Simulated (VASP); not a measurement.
Input of a VASP 6.6.1 run:

The input INCAR:

```
ALGO = Normal ; EDIFF = 1E-6
ENCUT = 520 ; GGA = PE
ISIF = 2 ; ISMEAR = 0
LASPH = True ; LCHARG = False
LREAL = False ; LWAVE = False
NBANDS = 21 ; NELM = 80
PREC = Accurate ; SIGMA = 0.017
```

KPOINTS

```
k-points
0
Gamma
  8 8 8
```

POSCAR

```
Ge
1.0
    0.0000000000      2.8289100000      2.8289100000
    2.8289100000      0.0000000000      2.8289100000
    2.8289100000      2.8289100000      0.0000000000
Ge
2
Direct
    0.7500000000      0.7500000000      0.7500000000
    0.5000000000      0.5000000000      0.5000000000
```

Potentials or basis: VASP PAW PBE potentials, release 64 (Ge_d).

Launch:

```bash
$ cat potpaw_PBE.64/Ge_d/POTCAR > POTCAR
$ mpirun -np 1 vasp_std > vasp.out
```

Q: Estimate the band gap on the k mesh.

A: 0.03 eV, direct.

Q: What does it give for the pressure?

A: 3.5 GPa.

**Measured values to compare with.**

“Electronic and optical properties of SixGe1-x-ySny alloys lattice-matched to Ge”, 2021, arxiv:2109.02782 reports, for a bulk crystal of Ge at 300 K: band gap 0.807 eV (direct).

A measured gap of Ge is 0.807 eV (direct; 300 K; “Electronic and optical properties of SixGe1-x-ySny alloys lattice-matched to Ge”, 2021, arxiv:2109.02782); the calculated 0.03 eV misses it by -0.77 eV. 3 values of this kind are on record (0.666 to 0.807 eV); this one was drawn at random among those near their median. Spin-orbit coupling on Ge is left out. The value is that of PBE on a finite k mesh, which can miss the band edges, without temperature or zero-point motion. Semilocal functionals fall short of measured gaps as a rule.
